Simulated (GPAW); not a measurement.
A run of GPAW 26.7.0 is set up as follows.

Contents of run.py:

```python
from ase import Atoms
from ase.dft.bandgap import bandgap
from ase.io import write
from gpaw import GPAW, PW

atoms = Atoms(['Si', 'Si', 'Si', 'Si', 'Si', 'Si', 'Si', 'Si'],
              cell=[[4.375222, -2.577344, 0.0],
                    [4.375222, 2.577344, 0.0],
                    [0.0, 0.0, 5.183067]],
              scaled_positions=[[0.794285, 0.794285, 0.0],
                                [0.294285, 0.294285, 0.5],
                                [0.205715, 0.205715, 0.0],
                                [0.705715, 0.705715, 0.5],
                                [0.15562, 0.84438, 0.67413],
                                [0.84438, 0.15562, 0.32587],
                                [0.34438, 0.65562, 0.17413],
                                [0.65562, 0.34438, 0.82587]],
              pbc=True)

calc = GPAW(mode=PW(600),
            xc='TB09',
            kpts={'size': (6, 6, 4), 'gamma': True},
            occupations={'name': 'fermi-dirac', 'width': 0.05},
            nbands=32,
            convergence={'density': 1e-05, 'energy': 1e-05},
            eigensolver='cg',
            maxiter=150,
            txt='gpaw.txt')
atoms.calc = calc
energy = atoms.get_potential_energy()
calc.write('gs.gpw')
write('result.traj', atoms)
print('Fermi level:', round(calc.get_fermi_level(), 4), 'eV')
print(f'Gap: {bandgap(calc)[0]:.4f} eV, direct: {bandgap(calc, direct=True)[0]:.4f} eV')
```

Potentials or basis: GPAW PAW data sets for LDA (gpaw-data 1.2.1), pw.

The run is started by

```bash
$ OMP_NUM_THREADS=1 python run.py
```

Question: What does it give for the band gap on the k mesh?

Answer: None (metal or under the smearing width).

Caveat: a model potential gives levels but no total energy.
